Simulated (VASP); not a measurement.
Wanted: the native input for a VASP 6.6.1 run.

* Task: relaxation of cell and atoms
* Functional: PBE
* Potentials or basis: VASP PAW PBE potentials, release 64 (Ta_pv)
* Cutoff: 600 eV
* k mesh: 16 × 16 × 16
* Occupations: methfessel-paxton, width 0.1 eV
* Spin: no spin polarisation
* Further INCAR settings: ALGO = Normal; EDIFF = 1e-07; IBRION = 2; EDIFFG = -0.005; NSW = 90; ISIF = 3

The structure of Ta lies in POSCAR:

```
Ta                                      
1.0
   -1.6607226838      1.6607226838      1.6607226838
    1.6607226838     -1.6607226838      1.6607226838
    1.6607226838      1.6607226838     -1.6607226838
  Ta            
     1
Direct
     0.0000000000000000    0.0000000000000000    0.0000000000000000
```

One way to write it, as run:

INCAR

```
PREC = Accurate
ENCUT = 600
EDIFF = 1E-7
ISMEAR = 1
SIGMA = 0.1
LREAL = F
LASPH = T
NELM = 80
ALGO = Normal
ISIF = 3
LWAVE = F
LCHARG = F
GGA = PE
IBRION = 2
NSW = 90
EDIFFG = -0.005
```

KPOINTS

```
Automatic mesh
0
Gamma
  16 16 16
```

Potentials or basis: VASP PAW PBE potentials, release 64 (Ta_pv).

Run with:

```sh
$ cat potpaw_PBE.64/Ta_pv/POTCAR > POTCAR
$ mpirun -np 1 vasp_std > vasp.out
```

Results of the run:

| Quantity | Value |
| --- | --- |
| Pressure after relaxing | 0.0 GPa |
| Band gap on the k mesh | none (metal or under the smearing width) |

Caveat: the relaxation stopped at its first step, so nothing moved.

Run time: 16 s on 1 thread of Intel(R) Xeon(R) Platinum 8559C (Emerald Rapids) (shared host), peak memory 0.16 GiB.
